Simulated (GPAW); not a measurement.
CsPbCl3:

```xyz
5
Lattice="5.6050 0.0000 0.0000 0.0000 5.6050 0.0000 0.0000 0.0000 5.6050" Properties=species:S:1:pos:R:3 pbc="T T T"
Pb    2.8025    2.8025    2.8025
Cs    0.0000    0.0000    0.0000
Cl    2.8025    0.0000    2.8025
Cl    0.0000    2.8025    2.8025
Cl    2.8025    2.8025    0.0000
```

| Item | Value |
| --- | --- |
| Program | GPAW 26.7.0 |
| Task | relaxation of cell and atoms |
| Functional | PBEsol |
| Dispersion | D3(BJ)+ATM |
| Potentials or basis | PAW data sets generated in the run's folder for this functional |
| Cutoff | 600 eV |
| Basis | pw |
| k mesh | 5 × 5 × 5 |
| Occupations | fermi-dirac, width 0.05 eV |
| Spin | no spin polarisation |

At the start: pressure -0.8 GPa; volume 35.22 Å³/atom.

Q: How do energy, volume and symmetry change on relaxing?

A: Over 3 steps the energy falls by 2.1 meV/atom and the volume is 34.13 Å³/atom (-3.1 %); space group Pm-3m (No. 221, to 0.05 Å).

Step by step:
| step | energy change (eV) | largest force (eV/Å) | pressure (GPa) | volume (Å³) |
| --- | --- | --- | --- | --- |
| 1 | 0.0000 | 0.0000 | -0.77 | 176.09 |
| 2 | -0.0011 | 0.0000 | -0.73 | 175.83 |
| 3 | -0.0106 | 0.0000 | 0.03 | 170.67 |

Final structure:
```
Pb Cs Cl
1.0
     5.54693    0.00000    0.00000
     0.00000    5.54693    0.00000
     0.00000    0.00000    5.54693
Pb Cs Cl
1 1 3
Direct
  0.50000 0.50000 0.50000
  0.00000 0.00000 0.00000
  0.50000 0.00000 0.50000
  0.00000 0.50000 0.50000
  0.50000 0.50000 0.00000
```

Caveat: later steps reuse the first step's grids.
